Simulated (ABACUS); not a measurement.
# Si (I4_1/amd) in ABACUS: equation of state

Aim: energy against volume of Si in PBE, for its equilibrium volume and stiffness.

Everything below comes from runs of ABACUS 3.10.1. Logs are shortened: lines on timing, memory, paths and dates and some standing lists are left out, and cuts for length are marked.

**1. The crystal as given**

The structure is tetragonal, space group I4_1/amd (No. 141). Conventional cell: a = 4.743 Å, b = 4.743 Å, c = 2.659 Å, α = 90.00°, β = 90.00°, γ = 90.00°. Si (site symmetry -4m2) has 6 Si at 2.46 to 2.66 Å as nearest neighbours.

This isn't the form of Si at room conditions, which is diamond.

**2. Equation of state, PBE, 14.05 Å³/atom (volume scaled by 0.94)**

Input file INPUT:

```
INPUT_PARAMETERS
suffix              Si
calculation         scf
basis_type          pw
pseudo_dir          ./
symmetry            1
dft_functional      pbe
ecutwfc             36
pseudo_rcut         7
nspin               1
nbands              8
ks_solver           dav
smearing_method     fd
smearing_sigma      0.00367493
scf_thr             1e-08
scf_nmax            100
mixing_type         broyden
mixing_beta         0.7
cal_force           1
cal_stress          1
kpar                4
```

Input file STRU:

```
ATOMIC_SPECIES
Si 28.0850 Si.upf

LATTICE_CONSTANT
1.8897261246

LATTICE_VECTORS
-2.3229633681 2.3229633681 1.3021299107
2.3229633681 -2.3229633681 1.3021299107
2.3229633681 2.3229633681 -1.3021299107

ATOMIC_POSITIONS
Direct

Si
0.0
2
0.5000000000 0.5000000000 0.0000000000 1 1 1
0.2500000000 0.7500000000 0.5000000000 1 1 1
```

Input file KPT:

```
K_POINTS
0
Gamma
11 11 11 0 0 0
```

Potentials or basis: PseudoDojo NC SR 0.4.1 PBE standard, plane waves.

On the command line:

```console
OMP_NUM_THREADS=1 mpirun -np 4 abacus > log
```

running log:

```text
ABACUS v3.10.1

               Atomic-orbital Based Ab-initio Computation at UStc

 ------------------------------------------------------------------------------------

 READING GENERAL INFORMATION
                           global_out_dir = OUT.Si/
                           global_in_card = INPUT
                               pseudo_dir = ./
                              orbital_dir =
                                    DSIZE = 4
                                    GSIZE = 1

 READING UNITCELL INFORMATION
                                    ntype = 1
                  lattice constant (Bohr) = 1.88973
              lattice constant (Angstrom) = 1

 READING ATOM TYPE 1
                               atom label = Si
                      L=0, number of zeta = 1
                      L=1, number of zeta = 1
                      L=2, number of zeta = 1
             number of atom for this type = 2

                        TOTAL ATOM NUMBER = 2
DIRECT COORDINATES
    atom                   x                   y                   z     mag                  vx                  vy                  vz
taud_Si1            0.5000000000        0.5000000000        0.0000000000  0.0000        0.0000000000        0.0000000000        0.0000000000
taud_Si2            0.2500000000        0.7500000000        0.5000000000  0.0000        0.0000000000        0.0000000000        0.0000000000

                          Volume (Bohr^3) = 189.669
                             Volume (A^3) = 28.106

 Lattice vectors: (Cartesian coordinate: in unit of a_0)
             -2.32296            +2.32296            +1.30213
             +2.32296            -2.32296            +1.30213
             +2.32296            +2.32296            -1.30213
 Reciprocal vectors: (Cartesian coordinate: in unit of 2 pi/a_0)
                   +0           +0.215242           +0.383986
            +0.215242                  +0           +0.383986
            +0.215242           +0.215242                  +0
 The esolver type has been set to : ksdft_pw

                PAO radial cut off (Bohr) = 7

 Read in pseudopotential file is Si.upf
                     pseudopotential type = NC
          exchange-correlation functional = PBE
                 nonlocal core correction = 1
                        valence electrons = 4
                                     lmax = 2
                           number of zeta = 2
                     number of projectors = 6
                           L of projector = 0
                           L of projector = 0
                           L of projector = 1
                           L of projector = 1
                           L of projector = 2
                           L of projector = 2
     initial pseudo atomic orbital number = 8

 SETUP THE ELECTRONS NUMBER
            electron number of element Si = 4
      total electron number of element Si = 8
            AUTOSET number of electrons:  = 8
                           occupied bands = 4
                                   NBANDS = 8
                                   NLOCAL = 18

 SETUP THE PLANE WAVE BASIS
 energy cutoff for charge/potential (unit:Ry) = 144
            fft grid for charge/potential = [ 25, 25, 25 ]
                        fft grid division = [ 1, 1, 1 ]
        big fft grid for charge/potential = [ 25, 25, 25 ]
                                     nbxx = 15625
                                     nrxx = 15625

 SETUP PLANE WAVES FOR CHARGE/POTENTIAL
                    number of plane waves = 5533
                         number of sticks = 351

 PARALLEL PW FOR CHARGE/POTENTIAL
     PROC   COLUMNS(POT)             PW
        1            351           5533
 --------------- sum -------------------
        1            351           5533
                            number of |g| = 378
                                  max |g| = 13.016
                                  min |g| = 0

----------- Double Check Mixing Parameters Begin ------------
mixing_type: broyden
mixing_beta: 0.7
mixing_gg0: 1
mixing_gg0_min: 0.1
mixing_ndim: 8
----------- Double Check Mixing Parameters End ------------

 LATTICE VECTORS: (CARTESIAN COORDINATE: IN UNIT OF A0)
             -2.32296            +2.32296            +1.30213
             +2.32296            -2.32296            +1.30213
             +2.32296            +2.32296            -1.30213
                       right hand lattice = 1
                                   NORM_A = 3.53382
                                   NORM_B = 3.53382
                                   NORM_C = 3.53382
                           ALPHA (DEGREE) = 97.8035
                           BETA  (DEGREE) = 97.8035
                           GAMMA (DEGREE) = 136.757

 The lattice vectors have been changed (STRU_SIMPLE.cif)

(for optimal symmetric configuration:)
                             BRAVAIS TYPE = 6
                     BRAVAIS LATTICE NAME = 06. Tetrogonal I (body-centered)
                                    ibrav = 6
                                    IBRAV = 6
                                  BRAVAIS = BODY CENTERED TETROGONAL CELL
                       LATTICE CONSTANT A = 4.64593
                                C/A RATIO = 0.560547
Original cell was already a primitive cell.
                        ROTATION MATRICES = 16
              PURE POINT GROUP OPERATIONS = 8
                   SPACE GROUP OPERATIONS = 16
                                       C2 = 3
                                       C3 = 0
                                       C4 = 0
                                       C6 = 0
                                       S1 = 2
                                       S3 = 0
                                       S4 = 2
                                       S6 = 0
                              POINT GROUP = D_2d
               POINT GROUP IN SPACE GROUP = D_4h

 SETUP K-POINTS
                                    nspin = 1
                   Input type of k points = Monkhorst-Pack(Gamma)
                                   nkstot = 1331
                       right hand lattice = 1
(for reciprocal lattice: )
                             BRAVAIS TYPE = 6
                     BRAVAIS LATTICE NAME = 06. Tetrogonal I (body-centered)
                                    ibrav = 6
[... 50 lines left out ...]
 projector 5 L=2
 projector 6 L=2
      TOTAL NUMBER OF NONLOCAL PROJECTORS = 36

 Init Non-Local PseudoPotential table :
 Init Non-Local-Pseudopotential done.

                                     npwx = 714

 Make real space PAO into reciprocal space.
       max mesh points in Pseudopotential = 701
     dq(describe PAO in reciprocal space) = 0.01
                                    max q = 724

 number of pseudo atomic orbitals for Si is 2
WARNING: norm of atomic wavefunction # 1 of atomic type Si is 0.999875, renormalized
WARNING: norm of atomic wavefunction # 2 of atomic type Si is 0.996128, renormalized

 -------------------------------------------
 SELF-CONSISTENT
 -------------------------------------------
                                 init_chg = atomic

 PW ALGORITHM --------------- ION=   1  ELEC=   1--------------------------------
 Notice: Threshold on eigenvalues was too large.
 hsover_error=0.08 > DRHO=0.0123574
 Origin diag ethr = 0.01
 New diag ethr = 0.000154467

 Density error is 0.0120698523843
                          Error Threshold = 0.000154467497743
----------------------------------------------------------
     Energy           Rydberg                 eV
----------------------------------------------------------
 E_KohnSham     -16.8754505730       -229.6022841097
 E_Harris       -16.8441045894       -229.1758001240
 E_Fermi        0.7941380693         10.8048027415
----------------------------------------------------------

 PW ALGORITHM --------------- ION=   1  ELEC=   2--------------------------------

 Density error is 0.00126504133166
                          Error Threshold = 0.000150873154803
----------------------------------------------------------
     Energy           Rydberg                 eV
----------------------------------------------------------
 E_KohnSham     -16.8755023230       -229.6029882047
 E_Harris       -16.8643842979       -229.4517197133
 E_Fermi        0.7934684184         10.7956916727
----------------------------------------------------------

 PW ALGORITHM --------------- ION=   1  ELEC=   3--------------------------------

 Density error is 8.22414149423e-06
                          Error Threshold = 1.58130166458e-05
----------------------------------------------------------
     Energy           Rydberg                 eV
----------------------------------------------------------
 E_KohnSham     -16.8755287482       -229.6033477377
 E_Harris       -16.8751574275       -229.5982956614
 E_Fermi        0.7937097047         10.7989745416
----------------------------------------------------------

 PW ALGORITHM --------------- ION=   1  ELEC=   4--------------------------------

 Density error is 2.08564942986e-07
                          Error Threshold = 1.02801768678e-07
----------------------------------------------------------
     Energy           Rydberg                 eV
----------------------------------------------------------
 E_KohnSham     -16.8755317251       -229.6033882411
 E_Harris       -16.8754975964       -229.6029238961
 E_Fermi        0.7938415368         10.8007682100
----------------------------------------------------------

 PW ALGORITHM --------------- ION=   1  ELEC=   5--------------------------------

 Density error is 6.93427449536e-09
                          Error Threshold = 2.60706178732e-09
----------------------------------------------------------
     Energy           Rydberg                 eV
----------------------------------------------------------
 E_KohnSham     -16.8755317594       -229.6033887071
 E_KS(sigma->0) -16.8752911839       -229.6001155108
 E_Harris       -16.8755267566       -229.6033206406
 E_band         2.9802597440         40.5485140382
 E_one_elec     9.3809385274         127.6342165607
 E_Hartree      0.1502933024         2.0448452832
 E_xc           -6.3527277636        -86.4332954283
 E_Ewald        -20.0535546747       -272.8426087301
 E_entropy(-TS) -0.0004811508        -0.0065463927
 E_descf        0.0000000000         0.0000000000
 E_exx          0.0000000000         0.0000000000
 E_Fermi        0.7938371412         10.8007084048
----------------------------------------------------------

 charge density convergence is achieved
 final etot is -229.60338871 eV
 EFERMI = 10.800708405 eV

 STATE ENERGY(eV) AND OCCUPATIONS    NSPIN == 1
 1/32 kpoint (Cartesian) = 0.0000 0.0000 0.0000 (705 pws)
       1       -3.67922     0.00150263
       2        8.21626     0.00150263
       3        8.21626     0.00150263
       4        9.26943     0.00150263
       5        18.5513    7.17466e-71
       6        20.4681    1.61191e-87
       7        20.4681    1.61191e-87
       8        20.5095    7.04261e-88

 2/32 kpoint (Cartesian) = 0.019567 0.0000 -0.034908 (707 pws)
       1       -3.44819      0.0120210
       2        7.70152      0.0120210
       3        8.08943      0.0120210
       4        10.1637      0.0120210
       5        12.6304    1.53886e-18
       6        17.3424    1.81809e-59
       7        17.9830    4.95353e-65
       8        19.8197    5.51499e-81

 3/32 kpoint (Cartesian) = 0.039135 0.0000 -0.069816 (700 pws)
       1       -2.75702      0.0120210
       2        7.24721      0.0120210
       3        7.92528      0.0120210
       4        11.5593    3.09957e-09
       5        13.9967    2.08787e-30
       6        14.5968    1.28100e-35
       7        15.4432    5.70134e-43
       8        17.7620    4.11989e-63

 4/32 kpoint (Cartesian) = 0.058702 0.0000 -0.10472 (689 pws)
       1       -1.61171      0.0120210
       2        7.16509      0.0120210
       3        7.97485      0.0120210
       4        10.4119      0.0120160
       5        13.0793    1.94174e-22
       6        14.5696    2.20661e-35
       7        14.6992    1.65356e-36
       8        16.7927    1.08079e-54

 5/32 kpoint (Cartesian) = 0.078270 0.0000 -0.13963 (690 pws)
       1     -0.0241022      0.0120210
       2        7.01041      0.0120210
       3        7.89042      0.0120210
       4        8.30156      0.0120210
       5        11.2579    1.28537e-06
       6        13.0609    2.80542e-22
       7        16.1312    6.02262e-49
       8        16.3096    1.69793e-50

 6/32 kpoint (Cartesian) = 0.097837 0.0000 -0.17454 (690 pws)
       1        1.96892      0.0120210
       2        4.49031      0.0120210
       3        8.32958      0.0120210
       4        8.74875      0.0120210
       5        9.77869      0.0120210
       6        11.8179    1.75620e-11
       7        15.7362    1.62473e-45
       8        16.5096    3.11285e-52

[... levels at 26 further k points ...]

------------------------------------------------------------------------------------------
 TOTAL-FORCE (eV/Angstrom)
------------------------------------------------------------------------------------------
                       Si1         0.0000000000         0.0000000000         0.0000000000
                       Si2         0.0000000000         0.0000000000         0.0000000000
------------------------------------------------------------------------------------------

----------------------------------------------------------------
 TOTAL-STRESS (KBAR)
----------------------------------------------------------------
       130.6518495485         0.0000000000        -0.0000000000
         0.0000000000       130.6518495485         0.0000000000
         0.0000000000         0.0000000000        92.1050010292
----------------------------------------------------------------
 TOTAL-PRESSURE: 117.802900 KBAR

 --------------------------------------------
 !FINAL_ETOT_IS -229.6033887071301365 eV
 --------------------------------------------
```

Run time: 2 s. Hardware: 4 MPI ranks of Intel Xeon Platinum 8375C at 2.90GHz (Ice Lake), shared host; peak memory 0.2 GiB.

Results:

| Property | Result |
| --- | --- |
| Free energy | -229.6034 eV |
| Pressure | 11.8 GPa |
| Band gap on the k mesh | none (metal or under the smearing width) |

**3. Equation of state, PBE, 14.35 Å³/atom (volume scaled by 0.96)**

INPUT is that of step 2.

Input file STRU:

```
ATOMIC_SPECIES
Si 28.0850 Si.upf

LATTICE_CONSTANT
1.8897261246

LATTICE_VECTORS
-2.3393228040 2.3393228040 1.3113001418
2.3393228040 -2.3393228040 1.3113001418
2.3393228040 2.3393228040 -1.3113001418

ATOMIC_POSITIONS
Direct

Si
0.0
2
0.5000000000 0.5000000000 0.0000000000 1 1 1
0.2500000000 0.7500000000 0.5000000000 1 1 1
```

KPT is that of step 2.

Potentials or basis: PseudoDojo NC SR 0.4.1 PBE standard, plane waves.

On the command line:

```console
OMP_NUM_THREADS=1 mpirun -np 4 abacus > log
```

Wall time 1.9 s (4 MPI ranks of Intel Xeon Platinum 8375C at 2.90GHz (Ice Lake), shared host); peak memory 0.2 GiB.

Results (log left out):

```
Free energy            : -229.6414 eV
Pressure               : 8.6 GPa
Band gap on the k mesh : none (metal or under the smearing width)
```

**4. Equation of state, PBE, 14.65 Å³/atom (volume scaled by 0.98)**

INPUT is that of step 3.

Input file STRU:

```
ATOMIC_SPECIES
Si 28.0850 Si.upf

LATTICE_CONSTANT
1.8897261246

LATTICE_VECTORS
-2.3554565746 2.3554565746 1.3203438769
2.3554565746 -2.3554565746 1.3203438769
2.3554565746 2.3554565746 -1.3203438769

ATOMIC_POSITIONS
Direct

Si
0.0
2
0.5000000000 0.5000000000 0.0000000000 1 1 1
0.2500000000 0.7500000000 0.5000000000 1 1 1
```

KPT is that of step 3.

On the command line:

```console
OMP_NUM_THREADS=1 mpirun -np 4 abacus > log
```

Run time: 1.7 s. Hardware: 4 MPI ranks of Intel Xeon Platinum 8375C at 2.90GHz (Ice Lake), shared host; peak memory 0.2 GiB.

Results (log left out):

| Item | Value |
| --- | --- |
| Free energy | -229.6682 eV |
| Pressure | 5.7 GPa |
| Band gap on the k mesh | none (metal or under the smearing width) |

**5. Equation of state, PBE, 14.95 Å³/atom**

INPUT is that of step 4.

Input file STRU:

```
ATOMIC_SPECIES
Si 28.0850 Si.upf

LATTICE_CONSTANT
1.8897261246

LATTICE_VECTORS
-2.3713723045 2.3713723045 1.3292653899
2.3713723045 -2.3713723045 1.3292653899
2.3713723045 2.3713723045 -1.3292653899

ATOMIC_POSITIONS
Direct

Si
0.0
2
0.5000000000 0.5000000000 0.0000000000 1 1 1
0.2500000000 0.7500000000 0.5000000000 1 1 1
```

KPT is that of step 4.

On the command line:

```console
OMP_NUM_THREADS=1 mpirun -np 4 abacus > log
```

It took 3.1 s on 4 MPI ranks of Intel Xeon Platinum 8375C at 2.90GHz (Ice Lake), shared host; peak memory 0.2 GiB.

It converged, with:

```yaml
Free_energy: -229.6848 eV
Pressure: 3.2 GPa
Band_gap_on_the_k_mesh: none (metal or under the smearing width)
```

**6. Equation of state, PBE, 15.25 Å³/atom (volume scaled by 1.02)**

INPUT is that of step 5.

Input file STRU:

```
ATOMIC_SPECIES
Si 28.0850 Si.upf

LATTICE_CONSTANT
1.8897261246

LATTICE_VECTORS
-2.3870772145 2.3870772145 1.3380687285
2.3870772145 -2.3870772145 1.3380687285
2.3870772145 2.3870772145 -1.3380687285

ATOMIC_POSITIONS
Direct

Si
0.0
2
0.5000000000 0.5000000000 0.0000000000 1 1 1
0.2500000000 0.7500000000 0.5000000000 1 1 1
```

KPT is that of step 5.

Potentials or basis: PseudoDojo NC SR 0.4.1 PBE standard, plane waves.

On the command line:

```console
OMP_NUM_THREADS=1 mpirun -np 4 abacus > log
```

It took 3.1 s on 4 MPI ranks of Intel Xeon Platinum 8375C at 2.90GHz (Ice Lake), shared host; peak memory 0.2 GiB.

The run converged. Its results:

```yaml
Free_energy: -229.6924 eV
Pressure: 0.9 GPa
Band_gap_on_the_k_mesh: none (metal or under the smearing width)
```

**7. Equation of state, PBE, 15.55 Å³/atom (volume scaled by 1.04)**

INPUT is that of step 6.

Input file STRU:

```
ATOMIC_SPECIES
Si 28.0850 Si.upf

LATTICE_CONSTANT
1.8897261246

LATTICE_VECTORS
-2.4025781503 2.4025781503 1.3467577299
2.4025781503 -2.4025781503 1.3467577299
2.4025781503 2.4025781503 -1.3467577299

ATOMIC_POSITIONS
Direct

Si
0.0
2
0.5000000000 0.5000000000 0.0000000000 1 1 1
0.2500000000 0.7500000000 0.5000000000 1 1 1
```

KPT is that of step 6.

On the command line:

```console
OMP_NUM_THREADS=1 mpirun -np 4 abacus > log
```

It took 3.6 s on 4 MPI ranks of Intel Xeon Platinum 8375C at 2.90GHz (Ice Lake), shared host; peak memory 0.2 GiB.

It converged, with:

- Free energy: -229.6918 eV
- Pressure: -1.2 GPa
- Band gap on the k mesh: none (metal or under the smearing width)

**8. Equation of state, PBE, 15.85 Å³/atom (volume scaled by 1.06)**

INPUT is that of step 7.

Input file STRU:

```
ATOMIC_SPECIES
Si 28.0850 Si.upf

LATTICE_CONSTANT
1.8897261246

LATTICE_VECTORS
-2.4178816084 2.4178816084 1.3553360359
2.4178816084 -2.4178816084 1.3553360359
2.4178816084 2.4178816084 -1.3553360359

ATOMIC_POSITIONS
Direct

Si
0.0
2
0.5000000000 0.5000000000 0.0000000000 1 1 1
0.2500000000 0.7500000000 0.5000000000 1 1 1
```

KPT is that of step 7.

On the command line:

```console
OMP_NUM_THREADS=1 mpirun -np 4 abacus > log
```

It took 3.7 s on 4 MPI ranks of Intel Xeon Platinum 8375C at 2.90GHz (Ice Lake), shared host; peak memory 0.2 GiB.

Results (log left out):

```yaml
Free_energy: -229.6840 eV
Pressure: -3.0 GPa
Band_gap_on_the_k_mesh: none (metal or under the smearing width)
```

**9. Equation of state, PBE**

Potentials or basis: PseudoDojo NC SR 0.4.1 PBE standard, plane waves.

No new run: the results of the series are fitted here.

What came out:

```yaml
Equilibrium_volume: 15.38 Å³/atom
Bulk_modulus_at_fixed_shape_and_positions: 107 GPa
Pressure_derivative_of_the_bulk_modulus: 4.6
```

Energy against volume, from the lowest point:
```csv
volume (Å³/atom),energy (meV/atom)
14.053,44.50
14.352,25.49
14.651,12.10
14.950,3.78
15.249,0.00
15.548,0.28
15.847,4.18
```

Caveat: the cell was scaled at fixed shape and fractional positions, which overstates the stiffness of a crystal with free parameters, most of all of layers and chains.
